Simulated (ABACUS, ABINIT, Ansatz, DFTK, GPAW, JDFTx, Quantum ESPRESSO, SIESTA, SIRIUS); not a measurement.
# One calculation of P, 9 ways

```
CELL_PARAMETERS angstrom
1.64774 -5.46504 0.00000
1.64774 5.46504 0.00000
0.00000 0.00000 4.54364
ATOMIC_POSITIONS crystal
P 0.91262 0.10718 0.59324
P 0.09423 0.90635 0.41410
P 0.59181 0.40672 0.09350
P 0.40068 0.58277 0.90595
```

Atoms were shifted at random by some hundredths of an Å from the given cell, which wasn't relaxed again for these runs.

Alike in all runs: task single point; functional PBEsol; k mesh 8 × 8 × 6; occupations fermi-dirac, width 0.05 eV; no spin polarisation; no spin-orbit coupling. Pressure is positive in compression and, in plane waves, holds the error of the finite cutoff.

```
                                                        program and potentials  plane-wave cutoff (eV)         notes  band gap (eV)  pressure (GPa)  largest force (eV/Å)  energy over the undisturbed cell (meV/atom)
                   ABACUS, PseudoDojo NC SR 0.4.1 PBEsol standard, plane waves                     599             -           0.23            1.31                 1.401                                        22.70
                                             Quantum ESPRESSO, GBRV 1.5 PBEsol                     612             -           0.24            1.35                 1.406                                        22.76
                               ABINIT, PseudoDojo NC SR PBEsol v0.4.1 standard                     599             -           0.23            1.31                 1.401                                        22.70
                SIRIUS, PseudoDojo 0.4.1 PBEsol standard (scalar relativistic)                     611             -           0.23            1.31                 1.401                                        22.70
                                Ansatz, all-electron LAPW, scalar-relativistic                       -             -           0.24            1.38                 1.404                                            -
                JDFTx, PseudoDojo-SR-PBEsol-0.4.1-standard with smoothed tails                     599             -           0.23            1.31                 1.401                                        22.70
                             GPAW, PAW data sets generated for this functional                     600             -           0.24            1.68                 1.451                                            -
                            DFTK, PseudoDojo SR PBEsol 0.4.1 standard (PBEsol)                     762             -           0.23            1.31                 1.401                                            -
SIESTA, files PseudoDojo sr-pbesol-0.4.1-standard, DZP (energy shift 0.003 Ry)                       -  atomic basis           0.28            2.93                 1.699                                        30.43
```

Force on atom 4 (P), eV/Å:

```csv
program and potentials,x,y,z
"ABACUS, PseudoDojo NC SR 0.4.1 PBEsol standard, plane waves",0.727,0.919,0.768
"Quantum ESPRESSO, GBRV 1.5 PBEsol",0.731,0.923,0.769
"ABINIT, PseudoDojo NC SR PBEsol v0.4.1 standard",0.727,0.920,0.768
"SIRIUS, PseudoDojo 0.4.1 PBEsol standard (scalar relativistic)",0.727,0.920,0.768
"Ansatz, all-electron LAPW, scalar-relativistic",0.730,0.921,0.767
"JDFTx, PseudoDojo-SR-PBEsol-0.4.1-standard with smoothed tails",0.727,0.920,0.768
"GPAW, PAW data sets generated for this functional",0.739,0.958,0.801
"DFTK, PseudoDojo SR PBEsol 0.4.1 standard (PBEsol)",0.727,0.920,0.768
"SIESTA, files PseudoDojo sr-pbesol-0.4.1-standard, DZP (energy shift 0.003 Ry)",0.790,1.135,0.987
```

The band gap spans 0.23 (ABACUS, PseudoDojo NC SR 0.4.1 PBEsol standard, plane waves) to 0.28 eV (SIESTA, files PseudoDojo sr-pbesol-0.4.1-standard, DZP (energy shift 0.003 Ry)), with all-electron results at 0.24. The pressure spans 1.31 (ABACUS, PseudoDojo NC SR 0.4.1 PBEsol standard, plane waves) to 2.93 GPa (SIESTA, files PseudoDojo sr-pbesol-0.4.1-standard, DZP (energy shift 0.003 Ry)), with all-electron results at 1.38. The pressure on the cell as given of SIESTA, files PseudoDojo sr-pbesol-0.4.1-standard, DZP (energy shift 0.003 Ry) lies far from the others; the cause wasn't traced. Rows in atomic bases carry the error of their basis and grid, which can be large.

The functional is the same throughout but for its coding, so the spread measures potentials, basis and numerics; runs on potential files found faulty are left out.
